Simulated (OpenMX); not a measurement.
**N under changes of volume**

One of the cells (26.868 Å³/atom); the others are scaled copies at fixed shape and fractional positions:

```xyz
4
Lattice="4.1948 0.0000 0.0000 -2.0974 3.6328 0.0000 0.0000 0.0000 7.0524" Properties=species:S:1:pos:R:3 pbc="T T T"
N     2.0974    1.2109    4.7327
N     2.0974    1.2109    5.8459
N     0.0000    2.4219    1.2065
N     0.0000    2.4219    2.3197
```

* Program: OpenMX 3.8.5
* Functional: PBE
* Potentials or basis: OpenMX 2013 PBE set, N6.0-s2p2d1, fixed grid of 42 × 42 × 84 points
* k mesh: 7 × 7 × 5
* Occupations: fermi-dirac, width 0.05 eV
* Spin: no spin polarisation

```csv
volume (Å³/atom),energy over the lowest point (meV/atom),gap on the mesh (eV),largest force (eV/Å)
24.761,45.87,7.29,5.439
25.288,27.38,7.25,4.148
25.814,?,?,?
26.868,0.69,7.10,0.756
27.395,0.00,7.05,0.235
27.922,2.86,7.00,1.163
```

What does the run at 25.814 Å³/atom give?

Energy over the lowest point 13.98 meV/atom; gap on the mesh 7.20 eV; largest force 2.941 eV/Å.

Worked out: A Birch-Murnaghan fit of order 3 (a polynomial in V^(-2/3)) to the other rows has its minimum at 27.23 Å³/atom with B0 = V·E''(V) = 57 GPa and B' = 3.7 at fixed shape and positions, which overstates the stiffness. It gives 14.00 meV/atom at 25.814 Å³/atom, against the run's 13.98. A straight line through the other rows of the gap, of slope -2.43 eV per unit of ln V, gives 7.19 eV, against the run's 7.20.

Energies are extrapolated to zero smearing.

Caveats: an odd mesh through Γ misses points on the zone boundary, where band edges often lie; the basis of atomic orbitals isn't converged, which shifts pressures, moduli and gaps; forces of over 1 eV/Å show positions far from the minimum, so gaps and moduli don't describe the material at rest (some runs).
